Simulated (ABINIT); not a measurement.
The system is Te2Pt (Moncheite).

```
CELL_PARAMETERS angstrom
4.01000 0.00000 0.00000
-2.00500 3.47276 0.00000
0.00000 0.00000 5.20100
ATOMIC_POSITIONS crystal
Pt 0.00000 0.00000 0.00000
Te 0.66667 0.33333 0.75000
Te 0.33333 0.66667 0.25000
```

Base run:

| Quantity | Value |
| --- | --- |
| Program | ABINIT 10.8.3 (patched build) |
| Functional | PBE |
| Potentials or basis | JTH PAW PBE v2.0 |
| Cutoff | 435 eV |
| k mesh | 8 × 8 × 5 |
| Occupations | fermi-dirac, width 0.05 eV |
| Spin | no spin polarisation |

Its results: band gap on the k mesh none (metal or under the smearing width); pressure 9.9 GPa; largest force 1.199 eV/Å.

Problem. The run is repeated on the same cell with these changes: functional from PBE to revPBE. What comes out?

Solution. Band gap on the k mesh none (metal or under the smearing width); pressure 11.4 GPa; largest force 1.248 eV/Å.

revPBE binds less tightly than PBE, so the same cell stands under more pressure.

Caveats: forces of over 1 eV/Å show positions far from the minimum, so gaps and moduli don't describe the material at rest (some runs); the PAW data sets were made with another functional, which shifts forces and pressure a little (some runs); spin-orbit coupling is left out, which moves the levels of the heavy elements (some runs).
